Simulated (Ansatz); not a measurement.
**AlAs (F-43m): zone-centre modes against carrier density**

Aim: how far do free carriers move the optical modes of AlAs (F-43m)?

Program: Ansatz 0.2.0. Level of theory: DFT LDA, scalar-relativistic, plane waves, PAW; PAW set soft_1. Results are calculated unless marked as measured.

Report form: the programs' logs are mostly left out.

## Step 1: The structure

The structure is cubic, space group F-43m (No. 216). Conventional cell: a = 5.661 Å, b = 5.661 Å, c = 5.661 Å, α = 90.00°, β = 90.00°, γ = 90.00°. Nearest to Al lie 4 As at 2.45 Å. Nearest to As lie 4 Al at 2.45 Å. Farther neighbours are not listed.

## Step 2: Bringing the structure to rest

The cell and atoms are relaxed, since residual forces and stress would shift the frequencies.

input.yaml reads:

```yaml
crystal:
  lattice:
    - [0.0, 2.8304, 2.8304]
    - [2.8304, 0.0, 2.8304]
    - [2.8304, 2.8304, 0.0]
  atoms:
    - { symbol: Al, position: [0.0, 0.0, 0.0] }
    - { symbol: As, position: [0.75, 0.75, 0.75] }
kpoints:
  mp_grid: { grid: [8, 8, 8] }
hamiltonian:
  xc: lda
  pseudopotentials: { kind: paw, azcp: { folder: soft_1 }, xc_functional: pbe }
scf:
  occupations: { method: gaussian, width: 0.02 }
output:
  forces: true
  stress: true
  eigenvalues: true
  write_density: true
  write_potential: true
  elf: true
  volumetric_format: npy
relax:
  adjacent_minimum: "off"
  f_tol: 0.005
  max_steps: 80
  cell: { stress_tol: 0.05 }
```

Command:

```sh
ansatz run input.yaml --threads 8 --pin off --max-ram 16384MiB --backend cpu --events-out ev --progress --plain --runs-dir out
```

Elapsed: 1.3 s, on 8 threads of Arm Neoverse V2, shared host; peak memory 0.35 GiB.

The steps of the relaxation:

```csv
step,energy less that of the first step (eV),largest force component (eV/Å),pressure (GPa),volume (Å³)
1,0.0000,0.0000,-1.23,45.35
2,-0.0030,0.0000,-0.17,44.69
3,-0.0031,0.0000,0.00,44.59
4*,-0.0030,0.0000,0.00,44.59
```

Relaxation steps marked * repeat the geometry before them on a plane-wave basis chosen anew for their cell, so energy and pressure can jump there.

The run keeps the 24 symmetry operations that it works with, so distortions that break them were not tested.

```csv
"conventional cell, symmetrised",before,after,change
a (Å),5.661,5.629,-0.6 %
b (Å),5.661,5.629,-0.6 %
c (Å),5.661,5.629,-0.6 %
volume (Å³/atom),22.67,22.29,-1.7 %
```

The relaxed structure:

```xyz
2
Lattice="0.0000 2.8144 2.8144 2.8144 0.0000 2.8144 2.8144 2.8144 0.0000" Properties=species:S:1:pos:R:3 pbc="T T T"
Al    0.0000    0.0000    0.0000
As    4.2217    4.2217    4.2217
```

This step gave:

| Property | Result |
| --- | --- |
| pressure | 0.001913 GPa |
| gap on the k-mesh | 1.324 eV |
| volume per atom | 22.29 Å³ |

ELF in the ac plane of a cell with a along [110], b along [-110] and c along [001] of the cube at fractional y = 0.000, with atoms of Al and As within 0.2 Å of it. It is the smooth field of the valence electrons, not physical close to the nuclei.

Ten even steps from '_' (0.02) to '@' (0.89), each cell a mean:
```
____--====----====..______--====----====..__
::::::::........::::::::::::::........::::::
==--::..________..--====--::..________..--==
--::..__________..::::--::..__________..::::
....________________......________________..
____________________________________________
______..::----..____________..::----..______
____..--++****==::________..--++****==::____
__..--**######**==::____..--**######**==::__
__::++**++==++****==..__::++**++==++****==..
::==##**--....++##**--::==##**--....++##**--
==##%%##--__..**%%%%++==##%%##--__..**%%%%++
==%%@@@@**==++%%@@@@++==%%@@@@**==++%%@@@@++
..**@@@@%%####@@@@%%::..**@@@@%%####@@@@%%::
--..##%%######%%%%==..--..##%%######%%%%==..
```
Columns run along a (8.0 Å), rows up along c (5.6 Å), edges of the conventional cell, whose origin can differ from the input's. Atoms in or near the plane, at fractional coordinates: Al at (0.50, 0.00), Al at (0.00, 0.00), As at (0.75, 0.25), As at (0.25, 0.25).

Electrostatic potential energy in the ac plane of a cell with a along [110], b along [-110] and c along [001] of the cube at fractional y = 0.000, with atoms of Al and As within 0.2 Å of it. With pseudopotentials it is smooth inside the atoms' cores, unlike the true potential.

Ten even steps from '_' (-10 eV) to '@' (21 eV), each cell a mean:
```
##..__==++**++++::__==##..__==++**++++::__==
____::++++****++==..______::++++****++==..__
::--==++********++==--::--==++********++==--
++++++************++++++++++************++++
********************************************
********************************************
********************************************
********++++++++**************++++++++******
****++==::....==++********++==::....==++****
****++..__::..__==++******++..__::..__==++**
++++==__++@@%%__::++++++++==__++@@%%__::++++
====--__++@@%%..::========--__++@@%%..::====
__::--..__--..__----..__::--..__--..__----..
::__..--::....----__..::__..--::....----__..
@@::__==++++++==::__##@@::__==++++++==::__##
```
Columns run along a (8.0 Å; values clipped at the 3rd and 97th percentile), rows up along c (5.6 Å), edges of the conventional cell, whose origin can differ from the input's. Atoms in or near the plane, at fractional coordinates: Al at (0.50, 0.00), Al at (0.00, 0.00), As at (0.75, 0.25), As at (0.25, 0.25).

Valence density in the ac plane of a cell with a along [110], b along [-110] and c along [001] of the cube at fractional y = 0.000, with atoms of Al and As within 0.2 Å of it. It is the smooth field of the valence electrons, not physical close to the nuclei.

Ten steps, logarithmic in the rise over the least value, from '_' (0 e/Å³) to '@' (29 e/Å³), each cell a mean:
```
____________________________________________
____________________________________________
____________________________________________
____________________________________________
____________________________________________
____________________________________________
____________________________________________
__________....__________________....________
______....::::..____________....::::..______
____....--++++::..________....--++++::..____
____..::##@@%%==....______..::##@@%%==....__
__....--##@@%%==::..____....--##@@%%==::..__
__....::==**++--::....__....::==**++--::....
__......::::::::....____......::::::::....__
____..............________..............____
```
Columns run along a (8.0 Å), rows up along c (5.6 Å), edges of the conventional cell, whose origin can differ from the input's. Atoms in or near the plane, at fractional coordinates: Al at (0.50, 0.00), Al at (0.00, 0.00), As at (0.75, 0.25), As at (0.25, 0.25).

In this step the volume went from 22.67 to 22.29 Å³/atom.

## Step 3: Tight relaxation

Phonons need small forces and stress, so the relaxation is finished with tight tolerances on 8×8×8 k points.

input.yaml, the sections that differ from step 2:

```yaml
crystal:
  lattice:
    - [0.0, 2.8144367009, 2.8144367009]
    - [2.8144367009, 0.0, 2.8144367009]
    - [2.8144367009, 2.8144367009, 0.0]
  atoms:
    - { symbol: Al, position: [0.0, 0.0, 0.0] }
    - { symbol: As, position: [0.75, 0.75, 0.75] }
scf:
  occupations: { method: fixed }
output:
  forces: true
  stress: true
  eigenvalues: true
relax:
  adjacent_minimum: "off"
  f_tol: 0.001
  max_steps: 60
  cell: { stress_tol: 0.01 }
# kpoints, hamiltonian: as in step 2
```

It took 0.72 s on 8 threads; peak memory 0.34 GiB; 3.8 s of CPU time.

Little changed from the start: no atom moved by 0.005 Å and no cell edge by 0.1 %.

Numbers from this step:

| Item | Value |
| --- | --- |
| pressure | 0.001916 GPa |

The forces vanish by symmetry and the pressure is 0.002 GPa, within the tolerances set. The cell now holds 22.29 Å³/atom.

## Step 4: Ground state of a member: no carriers

The cell of the neutral crystal is kept with no carriers. The bands are sampled on 36×36×36 points with Fermi-Dirac filling of 0.03 eV.

input.yaml, the sections that differ from step 3:

```yaml
kpoints:
  mp_grid: { grid: [36, 36, 36] }
scf:
  occupations: { method: fermi_dirac, width: 0.03 }
# crystal, hamiltonian, output: as in step 3
# relax: removed
```

It took 7.5 s on 8 threads; peak memory 1.1 GiB; 57 s of CPU time.

The forces vanish by symmetry.

## Step 5: Modes of this member: no carriers

Phonons follow from the second derivative of the energy, found here by linear response.

The zone-centre modes follow for no carriers.

Edit input.yaml of step 4 so:

```diff
@@ -16,4 +16,4 @@
 output:
-  forces: true
-  stress: true
   eigenvalues: true
+phonons:
+  method: dfpt
```

The job ended after 71 s (8 threads; peak memory 5.1 GiB; 8.2 min of CPU time).

Numbers from this step:

```yaml
sum_rule_residual_before_enforcement: 5.12e-5 eV/Å²
point_group: -43m
highest_optical_mode_at_the_zone_centre_no_lo_to_term: 358.4 cm⁻¹
lowest_optical_zone_centre_mode: 358.4 cm⁻¹
```

Without the LO-TO term. Patterns of degenerate modes are one choice out of their space. The modes at Γ (shares of kinetic energy by element, %):

```csv
mode,frequency (cm⁻¹),symmetry,Al %,As %
1,0.0,acoustic,26,74
2,0.0,acoustic,26,74
3,0.0,acoustic,26,74
4,358.4,T2,74,26
5,358.4,T2,74,26
6,358.4,T2,74,26
```

Displacements in mode 6 (358.4 cm⁻¹), the largest set to 1:
```
Al1  0.00  1.00 -0.37
As2  0.00 -0.36  0.13
```

The optical mode without the LO-TO term lies at 358.4 cm⁻¹.

## Step 6: Ground state of a member: 15 × 10²⁰ holes per cm³

The cell of the neutral crystal is kept with 15 × 10²⁰ holes per cm³, balanced by a uniform background. The bands are sampled on 36×36×36 points with Fermi-Dirac filling of 0.03 eV.

Edit input.yaml of step 5 so:

```diff
@@ -8,2 +8,3 @@
     - { symbol: As, position: [0.75, 0.75, 0.75] }
+total_charge: 0.06688
 kpoints:
@@ -16,4 +17,4 @@
 output:
+  forces: true
+  stress: true
   eigenvalues: true
-phonons:
-  method: dfpt
```

Wall time 7.7 s (8 threads); peak memory 1.1 GiB; 57 s of CPU time.

The forces vanish by symmetry.

## Step 7: Modes of this member: 15 × 10²⁰ holes per cm³

The zone-centre modes follow for 15 × 10²⁰ holes per cm³.

Edit input.yaml of step 6 so:

```diff
@@ -17,4 +17,4 @@
 output:
-  forces: true
-  stress: true
   eigenvalues: true
+phonons:
+  method: dfpt
```

Run time: 76 s. Hardware: 8 threads; peak memory 5.1 GiB; 8.8 min of CPU time.

Numbers from this step:

- sum-rule residual before enforcement: 3.02e-5 eV/Å²
- highest optical mode at the zone centre (no LO-TO term): 329.6 cm⁻¹
- lowest optical zone-centre mode: 329.6 cm⁻¹

Without the LO-TO term. Patterns of degenerate modes are one choice out of their space. Modes at Γ, with each element's share of the kinetic energy:

```csv
mode,frequency (cm⁻¹),symmetry,Al %,As %
1,0.0,acoustic,26,74
2,0.0,acoustic,26,74
3,0.0,acoustic,26,74
4,329.6,T2,74,26
5,329.6,T2,74,26
6,329.6,T2,74,26
```

The optical mode without the LO-TO term lies at 329.6 cm⁻¹.

For the highest optical mode at the zone centre (no LO-TO term), step 5 gave 358 cm⁻¹; this run, with carriers -15 × 10²⁰ cm⁻³, gives 330 cm⁻¹ (-8 %).

## Step 8: A check on a coarser mesh: 2 × 10²⁰ holes per cm³

To see what the mesh is worth, the run for 2 × 10²⁰ holes per cm³ is repeated on 29×29×29 points.

Edit input.yaml of step 7 so:

```diff
@@ -8,5 +8,5 @@
     - { symbol: As, position: [0.75, 0.75, 0.75] }
-total_charge: 0.06688
+total_charge: 0.008917
 kpoints:
-  mp_grid: { grid: [36, 36, 36] }
+  mp_grid: { grid: [29, 29, 29] }
 hamiltonian:
```

Elapsed: 41 s, on 8 threads; peak memory 2.9 GiB.

This step gave:

```
sum-rule residual before enforcement                    : 8.97e-5 eV/Å²
highest optical mode at the zone centre (no LO-TO term) : 346.3 cm⁻¹
lowest optical zone-centre mode                         : 346.3 cm⁻¹
```

The highest mode comes at 346.3 cm⁻¹, against 346.1 cm⁻¹ on 36×36×36 points.

## Step 9: A check on a coarser mesh: 10 × 10²⁰ holes per cm³

To see what the mesh is worth, the run for 10 × 10²⁰ holes per cm³ is repeated on 29×29×29 points.

Edit input.yaml of step 8 so:

```diff
@@ -8,3 +8,3 @@
     - { symbol: As, position: [0.75, 0.75, 0.75] }
-total_charge: 0.008917
+total_charge: 0.044587
 kpoints:
```

It took 41 s on 8 threads; peak memory 2.9 GiB.

This step gave:

* sum-rule residual before enforcement: 7.88e-5 eV/Å²
* highest optical mode at the zone centre (no LO-TO term): 333.6 cm⁻¹
* lowest optical zone-centre mode: 333.6 cm⁻¹

The highest mode comes at 333.6 cm⁻¹, against 333.6 cm⁻¹ on 36×36×36 points.

## Step 10: The series together

The members are set side by side, also those not shown above.

Electrons count positive and holes negative; without the LO-TO term; modes are tracked from the neutral crystal by their patterns, and those within 0.3 cm⁻¹ of each other stand once; the cell of the neutral crystal is kept and the atoms are relaxed where symmetry leaves them free; all runs use 36×36×36 k points and Fermi-Dirac smearing of 0.03 eV. Optical modes along the series:

```csv
carriers (10²⁰ cm⁻³),mode 4 T2 (cm⁻¹)
-15,329.6
-10,333.6
-6,337.9
-4,340.8
-2,346.1
-1,350.6
0,358.4
```

## Step 11: Outcome

- members: 7
- mode: mode 4 T2
- its frequency without carriers: 358.35 cm⁻¹
- its frequency at -15 × 10²⁰ cm⁻³: 329.65 cm⁻¹

In words: At 15 × 10²⁰ holes per cm³ the optical mode has moved by -28.70 cm⁻¹ from 358.35 cm⁻¹. At 2 and 10 × 10²⁰ cm⁻³ the coarser mesh moves the optical modes by up to 0.21 cm⁻¹, a measure of the error left by the mesh there. The response is adiabatic: the carriers follow the ions at once. Where they cannot, as for a zone-centre mode faster than their scattering, measured shifts differ, and line shapes are not given here. A static distortion lets holes move between the bands that it splits, which a fast mode allows only in part, so this softening can be well above the one seen in Raman spectra. The background stands for dopants without their size, scattering or local bonds, and the cell is that of the neutral crystal, although carriers also change the volume at rest, which would shift the modes as well. Spin-orbit coupling, which splits the valence bands that hold the holes, is left out. In a polar crystal the carriers also screen the field of the longitudinal modes, often the largest effect; only modes without that field are treated here. These are harmonic frequencies of a static lattice, with warm electrons: anharmonic shifts, linewidths and thermal expansion are left out. The PAW files were made for PBE; the program adapts parts of them to the functional of the run, but their partial waves stay those of PBE, an approximation that was not tested in this session. Only the zone centre was solved, so an instability at another wavevector cannot show here.

[Logs are printed without paths, hosts, clocks, repeated set-up lines and the standing remarks that a program may print on its own settings, such as how far it seeks lower states.]

[Hosts, paths, dates, database ids (printed as entryN), source tags and the programs' standing remarks are cut or masked in the printed files.]
